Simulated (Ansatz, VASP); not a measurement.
# Two plane-wave programs on AlN

```
CELL_PARAMETERS angstrom
0.00000 2.18884 2.18884
2.18884 0.00000 2.18884
2.18884 2.18884 0.00000
ATOMIC_POSITIONS crystal
Al 0.00000 0.00000 0.00000
N 0.75000 0.75000 0.75000
```

Alike in both runs: functional PBEsol; k mesh 10 × 10 × 10; no spin polarisation.

Ansatz relaxed the structure, and its values are those at the end. VASP's run is a single point on that final structure, the one shown.

```csv
,VASP,Ansatz
version,VASP 6.6.1,Ansatz 0.2.0
potentials or method,"VASP PAW PBE potentials, release 64 (Al, N)","scalar-relativistic, plane waves, PAW"
plane-wave cutoff (eV),520,420
occupations,"gaussian, width 0.01 eV",fixed
valence electrons in the cell,8,8
```

VASP gave:

* gap on the k mesh at the Fermi level (eV): 3.18
* least direct gap on the mesh (eV): 4.07
* pressure (GPa): 0.0

Problem. Estimate Ansatz's values.

Solution. gap on the k mesh at the Fermi level (eV): 3.19; least direct gap on the mesh (eV): 4.06; pressure (GPa): 0.0.

Caveats: the PAW data sets were made with another functional, which shifts forces and pressure a little (VASP). A k mesh can miss the band edges.
